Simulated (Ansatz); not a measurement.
Runs of Ansatz 0.2.0 on ZrN. The structure is cubic, space group Fm-3m (No. 225). The conventional cell has a = 4.600 Å, b = 4.600 Å, c = 4.600 Å, α = 90.00°, β = 90.00°, γ = 90.00°. Zr (site symmetry m-3m) has 6 N at 2.30 Å as nearest neighbours. N (site symmetry m-3m) is surrounded by 6 Zr at 2.30 Å. 

```csv
screening (1/Å),gap on the mesh (eV),pressure (GPa)
0.15,none,-6.7
0.3,none,(a)
0.4,none,-5.6
0.6,none,-4.6
0.2,none,(b)
```

Alike in all rows: task single point; level HSE06 form with a typed share of exact exchange; potentials or basis Ansatz PAW; no spin polarisation; cell as given; k mesh 5 × 5 × 5; cutoff (eV) 420; smearing fermi-dirac 0.05 eV; the mesh is coarse, so values aren't converged.

Problem. Estimate the missing entries.

Solution. (a) -6.1; (b) -6.6.

Caveats: all runs use coarse meshes; the PAW data sets come from PBE, with cores solved anew for the run's functional, which leaves a small shift of forces and pressure; the thresholds are loose for stress.

A k mesh can miss the band edges, and the runs leave out spin-orbit coupling on Zr.

A gap of «none» marks a metal or a gap under the smearing width.
